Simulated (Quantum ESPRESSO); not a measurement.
TaN:

```
Ta N
1.0
     2.93800    0.00000    0.00000
    -1.46900    2.54438    0.00000
     0.00000    0.00000    2.88300
Ta N
1 1
Direct
  0.00000 0.00000 0.50000
  0.66667 0.33333 0.00000
```

```yaml
Program: Quantum ESPRESSO 7.5
Task: single point
Functional: PBEsol
Potentials_or_basis: GBRV 1.5 PBEsol
Cutoff: 762 eV
Density_cutoff: 6095 eV
k_mesh: 10 × 10 × 9
Occupations: fermi-dirac, width 0.05 eV
Spin: no spin polarisation
```

On this cell: pressure -4.7 GPa; largest force under 0.003 eV/Å; band gap on the k mesh none (metal or under the smearing width).

The same run follows on a disturbed copy (atoms moved at random, drawn with an rms of 0.05 Å):

```
CELL_PARAMETERS angstrom
2.93800 0.00000 0.00000
-1.46900 2.54438 0.00000
0.00000 0.00000 2.88300
ATOMIC_POSITIONS crystal
Ta 0.01144 0.00833 0.48326
N 0.65255 0.33881 0.00587
```

Problem. What changes?

Solution. The energy (extrapolated to zero smearing) moves by +31.7 meV/atom; pressure -3.1 GPa; largest force 1.328 eV/Å; band gap on the k mesh none (metal or under the smearing width).

Forces in eV/Å, atoms in the order of the input:
```
Ta  -0.943 -0.134  0.926
N    0.943  0.134 -0.926
```

Stress tensor (GPa, compression positive):
```
-3.01  1.05 -1.72
 1.05 -3.72 -0.31
-1.72 -0.31 -2.65
```
